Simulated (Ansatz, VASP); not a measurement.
# CsSnBr3: VASP beside Ansatz

The input INCAR:

```
PREC = Accurate ; ENCUT = 520
EDIFF = 1E-6 ; ISMEAR = 0
SIGMA = 0.01 ; LREAL = F
LASPH = T ; NELM = 60
ALGO = Normal ; ISIF = 2
LWAVE = F ; LCHARG = F
METAGGA = R2SCAN ; LMIXTAU = T
NBANDS = 30
```

KPOINTS

```
Automatic mesh
0
Gamma
  6 6 6
```

POSCAR

```
CsSnBr3
1.0
    5.7643822994      0.0000000000      0.0000000000
    0.0000000000      5.7643822994      0.0000000000
    0.0000000000      0.0000000000      5.7643822994
Cs Sn Br
1 1 3
Direct
    0.5000000000      0.5000000000      0.5000000000
    0.0000000000      0.0000000000      0.0000000000
    0.5000000000      0.0000000000      0.0000000000
    0.0000000000      0.5000000000      0.0000000000
    0.0000000000      0.0000000000      0.5000000000
```

Input for Ansatz:

```yaml
crystal:
  lattice:
    - [5.7643822994, 0.0, 0.0]
    - [0.0, 5.7643822994, 0.0]
    - [0.0, 0.0, 5.7643822994]
  atoms:
    - { symbol: Cs, position: [0.5, 0.5, 0.5] }
    - { symbol: Sn, position: [0.0, 0.0, 0.0] }
    - { symbol: Br, position: [0.5, 0.0, 0.0] }
    - { symbol: Br, position: [0.0, 0.5, 0.0] }
    - { symbol: Br, position: [0.0, 0.0, 0.5] }
scf:
  occupations: { method: gaussian, width: 0.01 }
output:
  eigenvalues: true
hamiltonian:
  xc: r2scan
kpoints:
  mp_grid: { grid: [6, 6, 6] }
```

Alike in both runs: task single point; functional r2SCAN; k mesh 6 × 6 × 6; occupations gaussian, width 0.01 eV; no spin polarisation.

|  | VASP | Ansatz |
| --- | --- | --- |
| version | VASP 6.6.1 | Ansatz 0.2.0 |
| potentials or method | VASP PAW PBE potentials, release 64 (Cs_sv, Sn_d, Br) | scalar-relativistic, plane waves, PAW |
| plane-wave cutoff (eV) | 520 | 500 |
| valence electrons in the cell | 44 | 44 |

Ansatz gave:

* gap on the k mesh at the Fermi level (eV): 0.45
* least direct gap on the mesh (eV): 0.45

Question: What did VASP give for the same quantities?

Answer: gap on the k mesh at the Fermi level (eV): 0.46; least direct gap on the mesh (eV): 0.46.

With one functional, cell and mesh, what is left measures potentials, basis and numerics.

Caveats: spin-orbit coupling is left out, which moves the levels of the heavy elements. r2SCAN opens gaps a little over a GGA but as a rule still falls short of measured ones. A k mesh can miss the band edges.
